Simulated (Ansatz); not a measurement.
**CsI: how the settings move a calculation**

How sensitive is a calculation of CsI to its settings? A reference run comes first, then two runs with altered input.

Method: reference: DFT, PBE, plane-wave PAW, default files, scalar-relativistic, in Ansatz 0.2.0.

**1. Starting point**

Symmetry: Pm-3m, No. 221, cubic system. Conventional cell: a = 4.567 Å, b = 4.567 Å, c = 4.567 Å, α = 90.00°, β = 90.00°, γ = 90.00°. Cs (site symmetry m-3m) is surrounded by 8 I at 3.95 Å. I (site symmetry m-3m) has 8 Cs at 3.95 Å as nearest neighbours.

Coordinates:

```
Cs I
1.0
     4.56670    0.00000    0.00000
     0.00000    4.56670    0.00000
     0.00000    0.00000    4.56670
Cs I
1 1
Direct
  0.00000 0.00000 0.00000
  0.50000 0.50000 0.50000
```

**2. Reference**

input.yaml

```yaml
crystal:
  lattice:
    - [4.5667, 0.0, 0.0]
    - [0.0, 4.5667, 0.0]
    - [0.0, 0.0, 4.5667]
  atoms:
    - { symbol: Cs, position: [0.0, 0.0, 0.0] }
    - { symbol: I, position: [0.5, 0.5, 0.5] }
kpoints:
  mp_grid: { grid: [6, 6, 6] }
scf:
  occupations: { method: fermi_dirac, width: 0.02 }
hamiltonian:
  xc: pbe
  pseudopotentials: { kind: paw }
output:
  forces: true
  stress: true
  populations: true
  efg:
    quadrupole_moments_barn: { Cs: -0.00343, I: -0.68822 }
    contact_densities: true
  write_density: true
  write_potential: true
  elf: true
  volumetric_format: npy
relax:
  f_tol: 0.02
  max_steps: 60
```

The run is started by

```
$ ansatz run input.yaml --threads 1 --pin off --max-ram 2560MiB --backend cpu --events-out ev --progress --plain --runs-dir out
```

From the output:

```text
[...]
Basis set: ecut = 420 eV, 1863 PW (Γ), exchange–correlation on 64×64×64 points (8 copies of the dense FFT grid, shifted against one another)
[...]
k-points: 20 of 216
[...]
SCF iter   1: F=—  HF=-13186.738344 eV  |F-HF|=—  |Δ(HF+E_count)|=         —  Δρ=3.74e-4  dr2=1.08e-4  ethr=1.77e-3  ⟨swp⟩=9.2  Hψ=2043  notcnv=0
preconditioner: auto → Resta (q_TF=auto, 2.197 Å⁻¹)  ε∞=2.7  [insulator: Δε(μ)=3.900 eV  Ē_g=10.861 eV  σ=0.020 eV  W_gap=1.00  n_scr=18 (ndim 8)  ℏωp=14.2 eV  f_vac=0.025  D(μ)=0.00/eV (n_scr^D=0)  ε∞_Penn≈2.7]
SCF iter   2: F=—  HF=-13186.738865 eV  |F-HF|=—  |Δ(HF+E_count)|=   5.20e-4  Δρ=2.33e-4  dr2=4.19e-5  ethr=4.14e-7  ⟨swp⟩=3.1  Hψ=962  notcnv=0
[...]
SCF iter   5: F=-13186.739125 eV  HF=-13186.739125 eV  |F-HF|=6.76e-8  |Δ(HF+E_count)|=   5.26e-7  Δρ=8.07e-6  dr2=6.15e-8  ethr=1.96e-9  ⟨swp⟩=2.0  Hψ=600  notcnv=0
SCF iter   6: F=-13186.739125 eV  HF=-13186.739125 eV  |F-HF|=3.16e-9  |Δ(HF+E_count)|=   2.87e-8  Δρ=2.00e-6  dr2=3.67e-9  ethr=2.37e-10  ⟨swp⟩=6.5  Hψ=2018  notcnv=0
[...]
relax step   1: F+E_penalty+E_count = -13186.73912532 eV  Δ(F+E_penalty+E_count) = +0.000e0 eV  max|allowed force component| = 7.573e-29 eV/Å  Δτ_max = 0.0000 Å  (6 SCF iters, accepted)
[...]
SCF converged after 6 iterations
Free energy (F): -13186.739125 eV
[...]
E sigma→0 (E₀):  -13186.739125 eV
Fermi energy:    5.939557 eV
[...]
  P = ⅓ Tr σ = 0.7536 GPa (7.536 kbar)
[...]
--- Relaxed structure (1 steps of the walk, 1 accepted, 0 SCFs on fresh bases) ---
[...]
```

Wall time 2.7 s (1 thread of an x86-64 CPU, shared host); peak memory 0.5 GiB.

**3. Changing settings: mixing.algorithm broyden, mixing.beta 0.9, mixing.ndim 16, xc_grid 3**

Edit input.yaml of step 2 so:

```diff
@@ -12,2 +12,3 @@
   occupations: { method: fermi_dirac, width: 0.02 }
+  mixing: { algorithm: broyden, beta: 0.9, ndim: 16 }
 hamiltonian:
@@ -26,4 +27,3 @@
   volumetric_format: npy
-relax:
-  f_tol: 0.02
-  max_steps: 60
+basis:
+  xc_grid: 3
```

The run is started by

```
$ ansatz run input.yaml --threads 1 --pin off --max-ram 2560MiB --backend cpu --events-out ev --progress --plain --runs-dir out
```

Standard output:

```text
Warning: RAYON_NUM_THREADS=1 ignored (pool sized by the plan → 1); use --threads N
I, Cs: output.efg is read without spin–orbit coupling, which moves field gradients at and beside such atoms by some per cent and up to a factor of two; PAW files take it under magnetization.noncollinear and magnetization.spin_orbit
Engine: ansatz 0.2.0, x86_64-unknown-linux-gnu
Pseudopotentials: kind: paw
Pseudopotential: Cs, paw, valence charge 9, recommended cutoff 420 eV (normal), Cs.paw.azcp
Pseudopotential: I, paw, valence charge 17, recommended cutoff 420 eV (normal), I.paw.azcp
Functional definition: PBE
  parameter kappa = 0.804
  parameter beta = 0.06672455060314922
  exchange = pbe_x(kappa = kappa, mu = beta*pi^2/3)
  correlation = pbe_c(beta = beta)
Crystal: 2 atoms, lattice volume = 95.237 Å³
Basis set: ecut = 420 eV, 1863 PW (Γ), exchange–correlation on 96×96×96 points (27 copies of the dense FFT grid, shifted against one another)
Bands: 17, of which v1, the nominal top of the filled ones, is band 13 counted from 1 (12 counted from 0)
Symmetry: 48 space group operations
Space group: Pm-3m (ITA 221), of the structure as read, at distance tolerance 4.6e-5 Å
k-points: 20 of 216
Non-local potential: Cs, projectors of the file, l = 0: 3, l = 1: 2, l = 2: 2, l = 3: 2
Non-local potential: I, projectors of the file, l = 0: 2, l = 1: 2, l = 2: 2, l = 3: 2
PAW form: soft (Blöchl's): semilocal exchange-correlation on the pseudo side does not see the compensation charge
PAW one-centre angular grid: Cs, 194 points (default); XC on 64 Gauss nodes
PAW one-centre angular grid: I, 590 points (default); XC on 64 Gauss nodes
Initial density: superposition of atomic densities (neutral atoms: chi_scale 0, normalization atom), corrected by the library's trained network
Initial wavefunctions: pseudopotential atomic-orbital guess
Functional: x = pbe(κ = 0.804, μ = 0.2195149727645171), c = pbe(β = 0.06672455060314922)
SCF iter   1: F=—  HF=-13186.738346 eV  |F-HF|=—  |Δ(HF+E_count)|=         —  Δρ=3.74e-4  dr2=1.07e-4  ethr=1.77e-3  ⟨swp⟩=9.2  Hψ=2043  notcnv=0
preconditioner: auto → none  [insulator: Δε(μ)=3.900 eV  Ē_g=10.861 eV  σ=0.020 eV  W_gap=1.00  n_scr=18 (ndim 16)  ℏωp=14.2 eV  f_vac=0.025  D(μ)=0.00/eV (n_scr^D=0)  ε∞_Penn≈2.7]
SCF iter   2: F=—  HF=-13186.739102 eV  |F-HF|=—  |Δ(HF+E_count)|=   7.56e-4  Δρ=1.06e-4  dr2=1.38e-5  ethr=4.12e-7  ⟨swp⟩=3.1  Hψ=1007  notcnv=0  κ⁻¹=1.0e0(r=1)
SCF iter   3: F=—  HF=-13186.739127 eV  |F-HF|=—  |Δ(HF+E_count)|=   2.47e-5  Δρ=6.38e-5  dr2=9.59e-6  ethr=5.32e-8  ⟨swp⟩=2.7  Hψ=625  notcnv=0  κ⁻¹=1.9e-1(r=2)
SCF iter   4: F=-13186.739126 eV  HF=-13186.739126 eV  |F-HF|=1.83e-8  |Δ(HF+E_count)|=   1.42e-6  Δρ=6.31e-6  dr2=3.29e-8  ethr=3.85e-10  ⟨swp⟩=9.8  Hψ=2895  notcnv=0
SCF 1 converged in 4 iterations: F = -13186.739126 eV  dr2 = 3.29e-8
SCF converged after 4 iterations
Stability not checked: this state was not tested for a lower state beside it, because the mixer in use, unlike msr1, does not test its closes by its own steps (another_mixer; see scf.mixing.algorithm and scf.lower_state_search)
Free energy (F): -13186.739126 eV
Harris-Foulkes:  -13186.739126 eV  (|F-HF|=1.83e-8)
Internal energy: -13186.739126 eV  (E = F + TS)
E sigma→0 (E₀):  -13186.739126 eV
Fermi energy:    5.939674 eV
--- Per-component energies (eV) ---
  E_band       = -434.277788
  E_kinetic    = 331.753029
  E_local      = -2447.950789  (includes V_loc(G=0)·N_el)
  E_nonlocal   = -60.042792
  E_hartree    = 1218.290062
  E_xc         = -303.040601
  E_vxc        = -255.934685  (∫ρ·V_xc dr)
  E_paw        = -9883.757929  (= ΣΔE_a)
  E_vpaw       = -438.690082  (= ΣTr[D̂ρ^β])
  E_aug_tail   = 0.000003  (compensation charges beyond the density's cutoff)
  E_ewald      = -2041.990108
  E_smearing   = -0.000000  (= −TS)
  E_closure    = 0.000000  (closes the sum)
  Σ components = -13186.739126   (vs F -13186.739126, Δ=0.00e0)
--- Forces (eV/Å), atoms counted from 1 ---
  atom   1  Cs    -0.00000000     0.00000000     0.00000000
  atom   2  I      0.00000000     0.00000000    -0.00000000
  max |Σ_I F_I| component: 1.72e-29 eV/Å
--- Stress (GPa, compression-positive) ---
        0.753857       0.000000       0.000000
        0.000000       0.753857       0.000000
        0.000000       0.000000       0.753857
  P = ⅓ Tr σ = 0.7539 GPa (7.539 kbar)
--- PAW observables at the nuclei: V_zz in 10²¹ V/m², potentials from the cell's mean, atoms counted from 1 ---
  atom   1  Cs V_zz =    -0.000000   η = 0.0000   by run symmetry: forbidden   C_q = +0.0000 MHz
            electrostatic potential = -9373.410969 V   contact ρ = 1900604.744434 e/Å³
  atom   2  I  V_zz =    +0.000000   η = 0.0000   by run symmetry: forbidden   C_q = -0.0000 MHz
            electrostatic potential = -8887.315913 V   contact ρ = 1603916.085391 e/Å³
--- Band table (eV; the first three rows and the last of 20) ---
  k-point 0: bands = ["-38.9059", "-38.9059", "-38.9059", "-38.9045", "-38.9045", "-16.3863", "-6.6703", "-3.0907", "-3.0907", "-3.0907", "3.8964", "3.8964", "3.8964", "7.8714", "8.1779", "8.1779", "11.7670"]
  k-point 1: bands = ["-38.9059", "-38.9059", "-38.9059", "-38.9045", "-38.9044", "-16.3802", "-6.6726", "-3.1306", "-3.0749", "-3.0749", "3.4281", "3.8599", "3.8599", "8.3423", "8.4413", "8.7889", "11.6737"]
  k-point 2: bands = ["-38.9059", "-38.9059", "-38.9059", "-38.9045", "-38.9043", "-16.3678", "-6.6796", "-3.1983", "-3.0430", "-3.0430", "2.7217", "3.7845", "3.7845", "8.7967", "9.6136", "10.0850", "11.4577"]
  k-point 19: bands = ["-38.9060", "-38.9060", "-38.9060", "-38.9042", "-38.9042", "-16.3183", "-6.3966", "-3.3421", "-3.3421", "-3.3421", "2.6827", "2.6827", "2.6827", "11.1702", "11.1702", "11.1702", "11.8555"]
--- Löwdin populations: 2 sites ---
  site symbol       q [e]
     0     Cs      8.2732
     1      I     17.6494
  spilling = 0.002977 (of n_electrons = 26.000000)
```

Run time: 2.5 s. Hardware: 1 thread of an x86-64 CPU, shared host; peak memory 0.49 GiB.

Changing the mixing and numerical grids leaves the energy as it was (0.0 meV/atom).

**4. Changed: mp_grid.shift [0.5, 0.5, 0.5]**

Edit input.yaml of step 2 so:

```diff
@@ -9,3 +9,3 @@
 kpoints:
-  mp_grid: { grid: [6, 6, 6] }
+  mp_grid: { grid: [6, 6, 6], shift: [0.5, 0.5, 0.5] }
 scf:
@@ -22,8 +22 @@
     contact_densities: true
-  write_density: true
-  write_potential: true
-  elf: true
-  volumetric_format: npy
-relax:
-  f_tol: 0.02
-  max_steps: 60
```

The run is started by

```
$ ansatz run input.yaml --threads 1 --pin off --max-ram 2560MiB --backend cpu --events-out ev --progress --plain --runs-dir out
```

Standard output:

```text
Warning: RAYON_NUM_THREADS=1 ignored (pool sized by the plan → 1); use --threads N
I, Cs: output.efg is read without spin–orbit coupling, which moves field gradients at and beside such atoms by some per cent and up to a factor of two; PAW files take it under magnetization.noncollinear and magnetization.spin_orbit
[... 9 set-up lines as earlier in the session ...]
Crystal: 2 atoms, lattice volume = 95.237 Å³
Basis set: ecut = 420 eV, 1863 PW (Γ), exchange–correlation on 64×64×64 points (8 copies of the dense FFT grid, shifted against one another)
Bands: 17, of which v1, the nominal top of the filled ones, is band 13 counted from 1 (12 counted from 0)
[... 2 set-up lines as earlier in the session ...]
k-points: 10 of 216
[... 8 set-up lines as earlier in the session ...]
SCF iter   1: F=—  HF=-13186.738266 eV  |F-HF|=—  |Δ(HF+E_count)|=         —  Δρ=3.66e-4  dr2=9.26e-5  ethr=1.77e-3  ⟨swp⟩=8.9  Hψ=1015  notcnv=0
preconditioner: auto → Resta (q_TF=auto, 2.197 Å⁻¹)  ε∞=2.7  [insulator: Δε(μ)=4.498 eV  Ē_g=10.852 eV  σ=0.020 eV  W_gap=1.00  n_scr=18 (ndim 8)  ℏωp=14.2 eV  f_vac=0.025  D(μ)=0.00/eV (n_scr^D=0)  ε∞_Penn≈2.7]
SCF iter   2: F=—  HF=-13186.739009 eV  |F-HF|=—  |Δ(HF+E_count)|=   7.43e-4  Δρ=2.37e-4  dr2=4.90e-5  ethr=3.56e-7  ⟨swp⟩=3.0  Hψ=490  notcnv=0
SCF iter   3: F=—  HF=-13186.739266 eV  |F-HF|=—  |Δ(HF+E_count)|=   2.57e-4  Δρ=6.37e-5  dr2=1.78e-6  ethr=1.88e-7  ⟨swp⟩=2.0  Hψ=280  notcnv=0
SCF iter   4: F=—  HF=-13186.739266 eV  |F-HF|=—  |Δ(HF+E_count)|=   3.78e-8  Δρ=2.04e-5  dr2=2.95e-7  ethr=6.83e-9  ⟨swp⟩=2.0  Hψ=300  notcnv=0
iter 5 did not close the SCF: its close was put off for the readings that it lacked (scf_convergence_deferred on its scf_iter line)
SCF iter   5: F=-13186.739266 eV  HF=-13186.739266 eV  |F-HF|=1.42e-8  |Δ(HF+E_count)|=   2.02e-7  Δρ=4.39e-6  dr2=2.60e-8  ethr=1.14e-9  ⟨swp⟩=2.0  Hψ=240  notcnv=0
SCF iter   6: F=-13186.739266 eV  HF=-13186.739266 eV  |F-HF|=2.30e-9  |Δ(HF+E_count)|=   2.26e-8  Δρ=1.11e-6  dr2=1.04e-9  ethr=9.99e-11  ⟨swp⟩=3.6  Hψ=754  notcnv=0
SCF 1 converged in 6 iterations: F = -13186.739266 eV  dr2 = 1.04e-9
SCF converged after 6 iterations
Free energy (F): -13186.739266 eV
Harris-Foulkes:  -13186.739266 eV  (|F-HF|=2.30e-9)
Internal energy: -13186.739266 eV  (E = F + TS)
E sigma→0 (E₀):  -13186.739266 eV
Fermi energy:    6.103980 eV
--- Per-component energies (eV) ---
  E_band       = -434.286977
  E_kinetic    = 331.750953
  E_local      = -2447.947687  (includes V_loc(G=0)·N_el)
  E_nonlocal   = -60.043131
  E_hartree    = 1218.287899
  E_xc         = -303.040028
  E_vxc        = -255.933960  (∫ρ·V_xc dr)
  E_paw        = -9883.757166  (= ΣΔE_a)
  E_vpaw       = -438.689216  (= ΣTr[D̂ρ^β])
  E_aug_tail   = 0.000003  (compensation charges beyond the density's cutoff)
  E_ewald      = -2041.990108
  E_smearing   = -0.000000  (= −TS)
  E_closure    = 0.000000  (closes the sum)
  Σ components = -13186.739266   (vs F -13186.739266, Δ=0.00e0)
--- Forces (eV/Å), atoms counted from 1 ---
  atom   1  Cs    -0.00000000     0.00000000    -0.00000000
  atom   2  I      0.00000000     0.00000000     0.00000000
  max |Σ_I F_I| component: 4.27e-30 eV/Å
--- Stress (GPa, compression-positive) ---
        0.752374       0.000000       0.000000
        0.000000       0.752374       0.000000
        0.000000       0.000000       0.752374
  P = ⅓ Tr σ = 0.7524 GPa (7.524 kbar)
--- PAW observables at the nuclei: V_zz in 10²¹ V/m², potentials from the cell's mean, atoms counted from 1 ---
  atom   1  Cs V_zz =    +0.000000   η = 0.0000   by run symmetry: forbidden   C_q = -0.0000 MHz
            electrostatic potential = -9373.410631 V   contact ρ = 1900604.740161 e/Å³
  atom   2  I  V_zz =    -0.000000   η = 0.0000   by run symmetry: forbidden   C_q = +0.0000 MHz
            electrostatic potential = -8887.316333 V   contact ρ = 1603916.105434 e/Å³
--- Band table (eV; the first three rows and the last of 10) ---
  k-point 0: bands = ["-38.9067", "-38.9067", "-38.9067", "-38.9053", "-38.9053", "-16.3811", "-6.6701", "-3.1116", "-3.1116", "-3.0634", "3.6470", "3.8080", "3.8080", "8.3353", "8.4599", "8.4599", "11.5356"]
  k-point 1: bands = ["-38.9068", "-38.9068", "-38.9067", "-38.9053", "-38.9052", "-16.3705", "-6.6651", "-3.1927", "-3.0827", "-3.0525", "3.0730", "3.7386", "3.7599", "8.7454", "9.1238", "9.4853", "11.3094"]
  k-point 2: bands = ["-38.9068", "-38.9068", "-38.9067", "-38.9053", "-38.9051", "-16.3599", "-6.6624", "-3.2461", "-3.0590", "-3.0534", "2.5852", "3.6666", "3.7552", "9.1832", "10.0149", "10.4465", "10.9459"]
  k-point 9: bands = ["-38.9068", "-38.9068", "-38.9068", "-38.9051", "-38.9051", "-16.3222", "-6.4199", "-3.3396", "-3.3294", "-3.3294", "2.7677", "2.7677", "2.8659", "10.2972", "10.8230", "10.8230", "11.8432"]
--- Löwdin populations: 2 sites ---
  site symbol       q [e]
     0     Cs      8.2734
     1      I     17.6492
  spilling = 0.002977 (of n_electrons = 26.000000)
```

Wall time 2.1 s (1 thread of an x86-64 CPU, shared host); peak memory 0.47 GiB.

Changing the k-point mesh moves the energy by -0.1 meV/atom, and the gap on the mesh goes from 3.89 to 4.49 eV. Sampling errors of the energy have no fixed sign. A gap read on a mesh depends on which points the mesh holds, and a coarse mesh shifts the density too.

**5. Comparison**

```tsv
run	ending	energy change	pressure (GPa)	gap (eV)	force (eV/Å)	cycles	time
reference	converged	0	0.8	3.89	0.00	6	2.7 s
1: mixing.algorithm broyden, mixing.beta 0.9, mixing.ndim 16, xc_grid 3	converged	0.0 meV/atom	0.8	3.89	0.00	4	2.5 s
2: mp_grid.shift [0.5, 0.5, 0.5]	converged	-0.1 meV/atom	0.8	4.49	0.00	6	2.1 s
```

Times don't compare one to one where runs were asked for different outputs or read a saved state (see the inputs); cycles may leave out searches for a lower state.

What this shows: Of the converged runs whose energies compare with the reference's, «mp_grid.shift [0.5, 0.5, 0.5]» moves the energy most (-0.1 meV/atom) and «mixing.algorithm broyden, mixing.beta 0.9, mixing.ndim 16, xc_grid 3» least (0.0 meV/atom). The gap spans 3.89 to 4.49 eV over the reference and the converged variants (gaps read on unlike meshes, which can miss the band edges). Symmetry fixes the atoms and the cell is held, so no setting can move this relaxation.  The gap of the reference lacks spin-orbit coupling, though the cell holds I and Cs.

The gaps are Kohn-Sham values of a semilocal functional, not quasiparticle or optical gaps. Such gaps usually fall short of the measured ones; spin-orbit coupling, left out here, narrows gaps with I, so the two errors partly cancel.
